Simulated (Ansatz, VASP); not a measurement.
One calculation of HfO2, two programs

INCAR

```
PREC = Accurate
ENCUT = 520
EDIFF = 1E-6
ISMEAR = 0
SIGMA = 0.05
LREAL = F
LASPH = T
NELM = 100
ALGO = Normal
ISIF = 2
LWAVE = F
LCHARG = F
GGA = PE
NBANDS = 31
```

File KPOINTS:

```
Automatic mesh
0
Gamma
  6 6 4
```

Contents of POSCAR:

```
HfO2
1.0
    3.6043047991      0.0000000000      0.0000000000
    0.0000000000      3.6043047991      0.0000000000
    0.0000000000      0.0000000000      5.2639673039
Hf O
2 4
Direct
    0.5000000000      0.5000000000      0.5000000000
    0.0000000000      0.0000000000      0.0000000000
    0.0000000000      0.5000000000      0.6647564755
    0.5000000000      0.0000000000      0.8352435245
    0.5000000000      0.0000000000      0.3352435245
    0.0000000000      0.5000000000      0.1647564755
```

Input for Ansatz:

```yaml
crystal:
  lattice:
    - [3.6043047991, 0.0, 0.0]
    - [0.0, 3.6043047991, 0.0]
    - [0.0, 0.0, 5.2639673039]
  atoms:
    - { symbol: Hf, position: [0.5, 0.5, 0.5] }
    - { symbol: Hf, position: [0.0, 0.0, 0.0] }
    - { symbol: O, position: [0.0, 0.5, 0.6647564755] }
    - { symbol: O, position: [0.5, 0.0, 0.8352435245] }
    - { symbol: O, position: [0.5, 0.0, 0.3352435245] }
    - { symbol: O, position: [0.0, 0.5, 0.1647564755] }
basis:
  ecutwfc: 420
kpoints:
  mp_grid: { grid: [6, 6, 4] }
hamiltonian:
  xc: pbe
scf:
  occupations: { method: gaussian, width: 0.05 }
output:
  forces: true
  stress: true
  eigenvalues: true
  write_density: true
  write_potential: true
  elf: true
  volumetric_format: npy
```

Change from the starting cell: mode 10 (309.8 1/cm) frozen in, largest displacement +0.150 Å.

Alike in both runs: task single point; functional PBE; k mesh 6 × 6 × 4; occupations gaussian, width 0.05 eV; no spin polarisation.

|  | VASP | Ansatz |
| --- | --- | --- |
| version | VASP 6.6.1 | Ansatz 0.2.0 |
| potentials or method | VASP PAW PBE potentials, release 64 (Hf_pv, O) | scalar-relativistic, plane waves, PAW |
| plane-wave cutoff (eV) | 520 | 420 |
| valence electrons in the cell | 44 | 76 |

|  | VASP | Ansatz | Ansatz less VASP |
| --- | --- | --- | --- |
| gap on the k mesh at the Fermi level (eV) | 4.63 | 4.67 | +0.041 |
| least direct gap on the mesh (eV) | 4.85 | 4.90 | +0.047 |
| pressure (GPa) | 7.2 | 10.2 | +2.93 |
| largest component of the traceless stress (GPa) | 2.75 | 2.42 | -0.336 |
| rms of the force components (eV/Å) | 0.502 | 0.531 | +0.0293 |

Atom by atom the forces differ by 0.029 eV/Å (rms over components). With one functional, cell and mesh, what is left measures potentials, basis and numerics. The two sets of potentials don't hold the same shells in valence.

Caveats: spin-orbit coupling is left out, which moves the levels of the heavy elements; forces of over 1 eV/Å show positions far from the minimum, so gaps and moduli don't describe the material at rest. A k mesh can miss the band edges.
